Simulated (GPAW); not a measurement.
**TePb (honeycomb monolayer): dielectric function and energy loss**

Wanted: optical spectrum and plasmon of TePb (honeycomb monolayer), with cost.

Method: PBE and many-body steps on it, plane waves, in GPAW 26.7.0.

## Step 1: Starting point

The cell holds 2 atoms: 1 Pb and 1 Te. Cell: a = 4.337 Å, b = 4.337 Å, c = 11.400 Å, α = 90.0°, β = 90.0°, γ = 120.0°. Vacuum lies along c.

Structure file:

```
Pb Te
1.0
     4.33705    0.00000    0.00000
    -2.16852    3.75599    0.00000
     0.00000    0.00000   11.40000
Pb Te
1 1
Cartesian
  0.0000 2.5040 4.8614
  2.1685 1.2520 6.5381
```

The structure was relaxed with PBE. The runs that relaxed it are not among those shown.

## Step 2: Empty states on the mesh, 12×12×1 mesh, 246 bands

This step: GPAW 26.7.0; DFT, PBE, plane waves, PAW.

The sums over transitions need many empty states on a uniform mesh; this step solves for them.

Contents of run.py:

```python
import json
import numpy as np
from gpaw.mpi import world
from gpaw import GPAW

calc = GPAW('gs.gpw').fixed_density(kpts={'size': (12, 12, 1), 'gamma': True},
    nbands=287,
    convergence={'bands': 246},
    txt='nscf.txt')
calc.write('full.gpw', mode='all')
res = {}
kpts = calc.get_ibz_k_points()
res['kpts'] = kpts
res['eigenvalues'] = [calc.get_eigenvalues(kpt=k) for k in range(len(kpts))]
res['n_electrons'] = calc.get_number_of_electrons()

if world.rank == 0:
    with open('result.json', 'w') as f:
        json.dump(res, f, default=lambda x: x.tolist())
```

Launch:

```console
$ mpirun -n 8 gpaw python run.py
```

The program printed:

```text
Diagonalizing LCAO Hamiltonian
Converting LCAO to pw mode
convergence criteria:
- Maximum integral of absolute [eigenst]ate change: 4e-08 eV^2 / valence electron
maximum number of iterations: 100

SCF iterations
|iter     |     time |      energy | eigst |  dens |
|iter:   1|  |             | +4.56 |       |
|iter:   2|  |             | +3.38 |       |
|iter:   3|  |             | +2.28 |       |
[...]
|iter:  16|  |             | -6.95 |       |
|iter:  17|  |             | -7.20 |       |
|iter:  18|  |             | -7.54c|       |
SCF steps: 18
  __  _  _
 | _ |_)|_||  |
 |__||  | ||/\| - 26.7.0

Input parameters:
  mode=PW(ecut=450.000000),
  convergence={'bands': 246},
  gpts=array([24, 24, 56]),
  kpts=MonkhorstPack(size=(12, 12, 1), gamma=True),
  maxiter=100,
  nbands=287,
  occupations=Occupations(name='fermi-dirac', width=0.001, fixmagmom=False),
  parallel={},
  xc=XC(name='PBE')
# Writing to full.gpw (mode='all')
  [... matrices ...]

timing:  # [seconds]
  Total: 0.416  # ━━━━━━━━━━━━━━━━━━━━━━━━━━━━━━━━━━━━━━━━━━━━━━━━━━━━━━━━━━━
```

Run time: 2.2 min. Hardware: 8 MPI ranks of Intel Xeon Platinum 8259CL at 2.50GHz (Skylake/Cascade Lake), shared host; peak memory 2 GiB; 17 min of CPU time.

Numbers from this step:

| Item | Value |
| --- | --- |
| gap | 1.687 eV |
| k of the valence top | 0, 0, 0 |
| k of the conduction bottom | 0, 0, 0 |
| least direct gap | 1.687 eV |
| k points computed | 19 |
| lowest point of the top converged band, above the valence top | 65.8717 eV |

On this mesh the gap is 1.687 eV.

## Step 3: RPA response

The response function is computed on a frequency grid, with local fields up to the given cutoff.

This step: linear response, RPA, on PBE, plane waves, PAW.

Contents of run.py:

```python
import json
import numpy as np
from gpaw.mpi import world
from gpaw.response.df import DielectricFunction

df = DielectricFunction('full.gpw',
    ecut=50,
    nbands=246,
    eta=0.2,
    frequencies={'type': 'nonlinear', 'domega0': 0.05, 'omega2': 10.0},
    intraband=False,
    truncation='2D',
    txt='df.txt')
res = {'optical': {}, 'eels': []}
for d in 'x':
    y0, y = df.get_polarizability(direction=d, xc='RPA', filename=None)
    res['optical'][d] = [y0.real, y0.imag, y.real, y.imag]
res['w'] = df.get_frequencies()
for q_c in [[0.0833333333, 0, 0], [0.25, 0, 0], [0.5, 0, 0], [0.75, 0, 0], [1.25, 0, 0]]:
    res['eels'].append(df.get_eels_spectrum(q_c=q_c, xc='RPA', filename=None))

if world.rank == 0:
    with open('result.json', 'w') as f:
        json.dump(res, f, default=lambda x: x.tolist())
```

Launch:

```console
$ mpirun -n 8 gpaw python run.py
```

The program printed:

```text
Using integrator: PointIntegrator
NonLinearFrequencyDescriptor(from 0.000 to 85.992 eV, 378 points)
Nonperiodic BCs:  [False False  True]
Using integrator: PointIntegrator
NonLinearFrequencyDescriptor(from 0.000 to 85.992 eV, 378 points)
Nonperiodic BCs:  [False False  True]

Calculating chi0 body with:
    Ground state adapter containing:
    Number of spins: 1
    Number of kpoints: 144
    Number of irreducible kpoints: 19
    Number of completely occupied states: 10
    Number of partially occupied states: 10
    Occupied states memory: 4.921875 M / cpu

    Linear response parametrization:
    q_c: [0.0, 0.0, 0.0]
    Number of frequency points: 378
    Planewave cutoff: 50.0
    Number of bands: 246
    Number of planewaves: 151
    Broadening (eta): 0.2
    comm.size: 8
    kncomm.size: 8
    blockcomm.size: 1

    Memory estimate of potentially large arrays:
        chi0_wGG: 131.512115 M / cpu
Integrating chi0 body.

Symmetries of q_c:
    Direct symmetries (Uq -> q): 6
    Indirect symmetries (TUq -> q): 6
In total 12 allowed symmetries.

  [... matrices ...]
19 groups of equivalent kpoints. 86.805556% reduction.

Integral kind: spectral function

Calculating chi0 optical extensions with:
    Ground state adapter containing:
    Number of spins: 1
    Number of kpoints: 144
    Number of irreducible kpoints: 19
    Number of completely occupied states: 10
    Number of partially occupied states: 10
    Occupied states memory: 4.921875 M / cpu

    Linear response parametrization:
    Number of frequency points: 378
    Planewave cutoff: 50.0
    Number of bands: 246
    Number of planewaves: 151
    Broadening (eta): 0.2
Integrating chi0 head and wings.

Symmetries of q_c:
    Direct symmetries (Uq -> q): 6
    Indirect symmetries (TUq -> q): 6
In total 12 allowed symmetries.

  [... matrices ...]
19 groups of equivalent kpoints. 86.805556% reduction.

Integral kind: spectral function wings

Calculating chi0 body with:
    Ground state adapter containing:
    Number of spins: 1
    Number of kpoints: 144
    Number of irreducible kpoints: 19
    Number of completely occupied states: 10
    Number of partially occupied states: 10
    Occupied states memory: 4.921875 M / cpu

    Linear response parametrization:
    q_c: [0.0833333333, 0.0, 0.0]
    Number of frequency points: 378
    Planewave cutoff: 50.0
    Number of bands: 246
    Number of planewaves: 155
    Broadening (eta): 0.2
    comm.size: 8
    kncomm.size: 8
    blockcomm.size: 1

    Memory estimate of potentially large arrays:
        chi0_wGG: 138.571930 M / cpu
Integrating chi0 body.

Symmetries of q_c:
    Direct symmetries (Uq -> q): 2
    Indirect symmetries (TUq -> q): 0
In total 2 allowed symmetries.

  [... matrices ...]
78 groups of equivalent kpoints. 45.833333% reduction.

Integral kind: spectral function

[... 4 further calls ...]
```

Wall time 1.8 min (8 MPI ranks); peak memory 5.4 GiB; 14 min of CPU time.

Numbers from this step:

* static polarisability of the sheet (Å): 3.514
* the same without local fields: 4.246

The static value is 3.51.

RPA, broadening 0.2 eV. Im polarisability of the sheet against photon energy; read off at these points:

```
photon energy (eV)  xx, no local fields (Å)  xx, local fields (Å)
               0.0                        0                     0
               1.0                    0.284                 0.232
               2.0                     2.82                  2.28
               2.6                     6.35                  5.02
               3.0                     5.85                  4.43
               4.0                     5.85                  4.22
               5.0                     2.47                  3.08
               6.0                    0.909                  1.22
               7.0                     1.13                 0.866
               8.0                    0.861                 0.728
               9.0                    0.881                 0.694
              10.0                    0.593                 0.487
              11.0                    0.428                 0.399
              12.0                    0.257                 0.240
              13.0                    0.214                 0.204
              14.0                    0.178                 0.168
              15.0                    0.118                 0.195
              16.0                   0.0800                 0.101
              17.0                   0.0779                0.0995
              18.0                    0.112                 0.110
              19.0                    0.110                 0.109
              20.0                    0.253                 0.201
              21.0                   0.0585                 0.106
              22.0                   0.0504                0.0773
              23.0                   0.0553                0.0718
              24.0                   0.0486                0.0693
              25.0                   0.0520                0.0616
              26.0                   0.0522                0.0630
              27.0                    0.052                0.0634
              28.0                   0.0501                0.0607
              29.0                   0.0491                0.0552
              30.0                   0.0428                0.0451
              31.0                   0.0390                0.0398
              32.0                   0.0383                0.0369
              33.0                   0.0398                0.0377
              34.0                   0.0446                0.0368
              35.0                   0.0396                0.0341
              36.0                   0.0441                0.0376
              37.0                   0.0387                0.0349
              38.0                   0.0390                0.0336
              39.0                   0.0360                0.0330
```

## Step 4: RPA response, local-field cutoff (12×12×1 mesh, 246 bands, screening to 5 eV, broadening 0.2 eV)

Changes to run.py since step 3:

```diff
@@ -6,3 +6,3 @@
 df = DielectricFunction('full.gpw',
-    ecut=50,
+    ecut=5,
     nbands=246,
@@ -18,3 +18,3 @@
 res['w'] = df.get_frequencies()
-for q_c in [[0.0833333333, 0, 0], [0.25, 0, 0], [0.5, 0, 0], [0.75, 0, 0], [1.25, 0, 0]]:
+for q_c in [[0.5, 0, 0]]:
     res['eels'].append(df.get_eels_spectrum(q_c=q_c, xc='RPA', filename=None))
```

Launch:

```console
$ mpirun -n 8 gpaw python run.py
```

The program printed:

```text
Using integrator: PointIntegrator
NonLinearFrequencyDescriptor(from 0.000 to 85.992 eV, 378 points)
Nonperiodic BCs:  [False False  True]
Using integrator: PointIntegrator
NonLinearFrequencyDescriptor(from 0.000 to 85.992 eV, 378 points)
Nonperiodic BCs:  [False False  True]

Calculating chi0 body with:
    Ground state adapter containing:
    Number of spins: 1
    Number of kpoints: 144
    Number of irreducible kpoints: 19
    Number of completely occupied states: 10
    Number of partially occupied states: 10
    Occupied states memory: 4.921875 M / cpu

    Linear response parametrization:
    q_c: [0.0, 0.0, 0.0]
    Number of frequency points: 378
    Planewave cutoff: 5.0
    Number of bands: 246
    Number of planewaves: 5
    Broadening (eta): 0.2
    comm.size: 8
    kncomm.size: 8
    blockcomm.size: 1

    Memory estimate of potentially large arrays:
        chi0_wGG: 0.144196 M / cpu
Integrating chi0 body.

Symmetries of q_c:
    Direct symmetries (Uq -> q): 6
    Indirect symmetries (TUq -> q): 6
In total 12 allowed symmetries.

  [... matrices ...]
19 groups of equivalent kpoints. 86.805556% reduction.

Integral kind: spectral function

Calculating chi0 optical extensions with:
    Ground state adapter containing:
    Number of spins: 1
    Number of kpoints: 144
    Number of irreducible kpoints: 19
    Number of completely occupied states: 10
    Number of partially occupied states: 10
    Occupied states memory: 4.921875 M / cpu

    Linear response parametrization:
    Number of frequency points: 378
    Planewave cutoff: 5.0
    Number of bands: 246
    Number of planewaves: 5
    Broadening (eta): 0.2
Integrating chi0 head and wings.

Symmetries of q_c:
    Direct symmetries (Uq -> q): 6
    Indirect symmetries (TUq -> q): 6
In total 12 allowed symmetries.

  [... matrices ...]
19 groups of equivalent kpoints. 86.805556% reduction.

Integral kind: spectral function wings

Calculating chi0 body with:
    Ground state adapter containing:
    Number of spins: 1
    Number of kpoints: 144
    Number of irreducible kpoints: 19
    Number of completely occupied states: 10
    Number of partially occupied states: 10
    Occupied states memory: 4.921875 M / cpu

    Linear response parametrization:
    q_c: [0.5, 0.0, 0.0]
    Number of frequency points: 378
    Planewave cutoff: 5.0
    Number of bands: 246
    Number of planewaves: 6
    Broadening (eta): 0.2
    comm.size: 8
    kncomm.size: 8
    blockcomm.size: 1

    Memory estimate of potentially large arrays:
        chi0_wGG: 0.207642 M / cpu
Integrating chi0 body.

Symmetries of q_c:
    Direct symmetries (Uq -> q): 2
    Indirect symmetries (TUq -> q): 2
In total 4 allowed symmetries.

  [... matrices ...]
43 groups of equivalent kpoints. 70.138889% reduction.

Integral kind: spectral function
```

Elapsed: 30 s, on 8 MPI ranks; peak memory 3.1 GiB.

Read from the output:

* static polarisability of the sheet (Å): 4.246
* the same without local fields: 4.246

The static value is 4.25.

RPA, broadening 0.2 eV. Im polarisability of the sheet against photon energy; read off at these points:

```
photon energy (eV)  xx, no local fields (Å)  xx, local fields (Å)
               0.0                        0                     0
               2.0                     2.82                  2.82
               2.6                     6.35                  6.35
               4.0                     5.85                  5.85
               6.0                    0.909                 0.909
               8.0                    0.861                 0.861
              10.0                    0.593                 0.593
              12.0                    0.257                 0.257
              14.0                    0.178                 0.178
              16.0                   0.0800                0.0800
              18.0                    0.112                 0.112
              20.0                    0.253                 0.253
              22.0                   0.0504                0.0504
              24.0                   0.0486                0.0486
              26.0                   0.0522                0.0522
              28.0                   0.0501                0.0501
              30.0                   0.0428                0.0428
              32.0                   0.0383                0.0383
              34.0                   0.0446                0.0446
              36.0                   0.0441                0.0441
              38.0                   0.0390                0.0390
```

## Step 5: RPA response, fewer bands (12×12×1 mesh, 12 bands, screening to 50 eV, broadening 0.2 eV)

Changes to run.py since step 4:

```diff
@@ -6,4 +6,4 @@
 df = DielectricFunction('full.gpw',
-    ecut=5,
-    nbands=246,
+    ecut=50,
+    nbands=12,
     eta=0.2,
@@ -18,3 +18,3 @@
 res['w'] = df.get_frequencies()
-for q_c in [[0.5, 0, 0]]:
+for q_c in []:
     res['eels'].append(df.get_eels_spectrum(q_c=q_c, xc='RPA', filename=None))
```

Launch:

```console
$ mpirun -n 8 gpaw python run.py
```

The program printed:

```text
Using integrator: PointIntegrator
NonLinearFrequencyDescriptor(from 0.000 to 20.039 eV, 220 points)
Nonperiodic BCs:  [False False  True]
Using integrator: PointIntegrator
NonLinearFrequencyDescriptor(from 0.000 to 20.039 eV, 220 points)
Nonperiodic BCs:  [False False  True]

Calculating chi0 body with:
    Ground state adapter containing:
    Number of spins: 1
    Number of kpoints: 144
    Number of irreducible kpoints: 19
    Number of completely occupied states: 10
    Number of partially occupied states: 10
    Occupied states memory: 4.921875 M / cpu

    Linear response parametrization:
    q_c: [0.0, 0.0, 0.0]
    Number of frequency points: 220
    Planewave cutoff: 50.0
    Number of bands: 12
    Number of planewaves: 151
    Broadening (eta): 0.2
    comm.size: 8
    kncomm.size: 8
    blockcomm.size: 1

    Memory estimate of potentially large arrays:
        chi0_wGG: 76.541443 M / cpu
Integrating chi0 body.

Symmetries of q_c:
    Direct symmetries (Uq -> q): 6
    Indirect symmetries (TUq -> q): 6
In total 12 allowed symmetries.

  [... matrices ...]
19 groups of equivalent kpoints. 86.805556% reduction.

Integral kind: spectral function

Calculating chi0 optical extensions with:
    Ground state adapter containing:
    Number of spins: 1
    Number of kpoints: 144
    Number of irreducible kpoints: 19
    Number of completely occupied states: 10
    Number of partially occupied states: 10
    Occupied states memory: 4.921875 M / cpu

    Linear response parametrization:
    Number of frequency points: 220
    Planewave cutoff: 50.0
    Number of bands: 12
    Number of planewaves: 151
    Broadening (eta): 0.2
Integrating chi0 head and wings.

Symmetries of q_c:
    Direct symmetries (Uq -> q): 6
    Indirect symmetries (TUq -> q): 6
In total 12 allowed symmetries.

  [... matrices ...]
19 groups of equivalent kpoints. 86.805556% reduction.

Integral kind: spectral function wings
```

Wall time 9 s (8 MPI ranks); peak memory 3.3 GiB; 70 s of CPU time.

Numbers from this step:

```
static polarisability of the sheet (Å) : 3.067
the same without local fields          : 3.475
```

(Part 1 of 2 ends here.)

[Long decimals in the printed logs are rounded to 6 places.]

[Logs are printed without paths, hosts, clocks, repeated set-up lines and the standing remarks that a program may print on its own settings, such as how far it seeks lower states.]

[Paths, hosts, dates, memory and timing lines, banners, echoed tables and standing remarks are left out of the program output; an Ansatz launch command may be rebuilt from the run's recorded settings. Measured values are a selection of at most five: reports struck by readers or far from the other reports are left out. None is set beside runs whose start may be inverted or whose files or cutoffs have a known fault.]

[Runs of the session that timed out or met a known fault of the program may be left out.]

[Hosts, paths, dates, database ids (printed as entryN), source tags and the programs' standing remarks are cut or masked in the printed files.]

[Where the starting crystal was built by hand or by swapping elements, it need not be the compound's stable phase.]
